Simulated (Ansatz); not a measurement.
# WC (Fm-3m), stationary points along a deformation path

Level of theory: Ansatz, DFT PBE, scalar-relativistic, plane waves, PAW. Settings: plane waves to 420 eV, k-mesh 26×26×26 (Γ-centred), Gaussian smearing 0.15 eV. Spin–orbit coupling is left out, which can shift energies with elements as heavy as these. No spin polarisation. Energies are free energies at this smearing, counted from the undisturbed cell; pressure is positive in compression.

The starting cell (relaxed at this level; this rock-salt form isn't the usual structure):

```xyz
2
Lattice="0.0000 2.1900 2.1900 2.1900 0.0000 2.1900 2.1900 2.1900 0.0000" Properties=species:S:1:pos:R:3 pbc="T T T"
W     0.0000    0.0000    0.0000
C     2.1900    2.1900    2.1900
```

At fixed volume and fractional coordinates, lengths along (0.000, 0.000, 1.000) are scaled against those across it; ρ is that ratio over its starting value. V = 10.504 Å³/atom. Δσ is the stress along the axis less the mean stress across it (compression positive).

```
    ρ  ΔE (meV/atom)  Δσ (GPa) space group
0.707         2260.3    339.08       I4/mmm
0.780         1050.7    222.21       I4/mmm
0.850          403.8    125.55       I4/mmm
0.920           95.9     55.50       I4/mmm
1.000            0.0      0.00        Fm-3m
1.200          324.9    -74.90       I4/mmm
1.300          637.6   -104.27       I4/mmm
1.414         1079.7   -137.44       I4/mmm
```

Task: How does the stress give the slope of the energy, and where is the energy stationary?

Result: Along the path d ln(length) is 2/3 d ln ρ on the axis and −1/3 d ln ρ across it, so dE/d ln ρ = −(2/3) V Δσ: the energy falls with ρ where Δσ is positive. Δσ vanishes or changes sign at ρ = 1.000 (Fm-3m), a minimum at 0.0 meV/atom. Pairs of stationary points between two samples would go unseen, and could change a minimum read from distant neighbours into a maximum. At ρ = 1.000 the cell is cubic, where symmetry alone makes the stress isotropic and the slope zero.

Task: Integrate that slope from ρ = 1 to 0.780 by the trapezoid rule.

Result: With V/N in Å³ and 1 eV/Å³ = 160.2 GPa the slopes at ρ = 1.000, 0.920, 0.850, 0.780 are 0, -2426, -5487, -9712 meV/atom per unit of ln ρ. The steps add 101.1 + 313.1 + 653.1 = 1067.3 meV/atom, against 1050.7 from the energies; the trapezoid rule misses the curvature of the slope within each step.

In a metal these slopes depend on the k mesh and the smearing.

Cost: 8 runs of about 3.1 core-minutes in all, on Arm Neoverse V1 (shared hosts).